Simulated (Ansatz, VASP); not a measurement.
## Two plane-wave programs on Ge

```
CELL_PARAMETERS angstrom
2.73518 -6.77598 0.01319
2.73518 6.77598 0.01319
-1.03538 0.00000 3.89148
ATOMIC_POSITIONS crystal
Ge 0.18968 0.53124 0.95507
Ge 0.81032 0.46876 0.04493
Ge 0.53124 0.18968 0.45507
Ge 0.46876 0.81032 0.54493
Ge 0.94666 0.05334 0.75000
Ge 0.05334 0.94666 0.25000
```

Alike in both runs: functional PBE; k mesh 6 × 6 × 8; occupations gaussian, width 0.02 eV; no spin polarisation.

Ansatz relaxed the structure, and its values are those at the end. VASP's run is a single point on that final structure, the one shown.

|  | VASP | Ansatz |
| --- | --- | --- |
| version | VASP 6.6.1 | Ansatz 0.2.0 |
| potentials or method | VASP PAW PBE potentials, release 64 (Ge_d) | scalar-relativistic, plane waves, PAW |
| plane-wave cutoff (eV) | 520 | 420 |
| valence electrons in the cell | 84 | 84 |

Ansatz gave:

- gap on the k mesh at the Fermi level (eV): 0.47
- least direct gap on the mesh (eV): 0.59
- pressure (GPa): 0.0

Task: Estimate VASP's values.

Result: gap on the k mesh at the Fermi level (eV): 0.47; least direct gap on the mesh (eV): 0.59; pressure (GPa): -0.1.

A k mesh can miss the band edges.
